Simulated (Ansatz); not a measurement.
Here is an Ansatz 0.2.0 calculation.

Contents of input.yaml:

```yaml
crystal:
  lattice:
    - [0.0, 1.813001, 1.813001]
    - [1.813001, 0.0, 1.813001]
    - [1.813001, 1.813001, 0.0]
  atoms:
    - { symbol: "N", position: [0.25, 0.25, 0.25] }
    - { symbol: B, position: [0.0, 0.0, 0.0] }
hamiltonian:
  xc: blyp
  pseudopotentials: { kind: paw }
  dispersion: d3bj
kpoints:
  mp_grid: { grid: [13, 13, 13] }
scf:
  occupations: { method: fermi_dirac, width: 0.05 }
output:
  forces: true
  stress: true
  eigenvalues: true
  write_density: true
  write_potential: true
  elf: true
  volumetric_format: npy
relax:
  f_tol: 0.01
  max_steps: 40
  cell: { stress_tol: 0.05 }
```

Potentials or basis: Ansatz PAW.

Command:

```console
$ ansatz run input.yaml --threads 2 --pin off --max-ram 5632MiB --backend cpu --events-out ev --progress --plain --runs-dir out
```

**Question.** What does it give for the relaxed volume?

**Answer.** 5.89 Å³/atom.

**Question.** What does it give for the relaxed cell?

**Answer.** a = 2.554 Å, b = 2.554 Å, c = 2.554 Å, α = 60.00°, β = 60.00°, γ = 60.00°.

**Question.** Estimate the space group after relaxing (to 0.05 Å).

**Answer.** F-43m (No. 216).

**Question.** Estimate the band gap on the k mesh.

**Answer.** 4.95 eV, indirect (least direct gap 8.94 eV).

Final structure:
```
N B
1.0
     0.00000    1.80577    1.80577
     1.80577    0.00000    1.80577
     1.80577    1.80577    0.00000
N B
1 1
Direct
  0.25000 0.25000 0.25000
  0.00000 0.00000 0.00000
```

Caveat: odd divisions of the mesh miss points on the zone boundary, where band edges often lie, so the gap on the mesh can be too wide; the plane-wave basis is chosen anew once the cell has moved, so the energies of steps on either side of that aren't comparable; the pressure holds a Pulay correction of +1.2 GPa for the finite cutoff; the PAW data sets come from PBE, with cores solved anew for the run's functional, which leaves a small shift of forces and pressure. Expect the measured gap to be larger: semilocal functionals such as BLYP lack the derivative discontinuity.
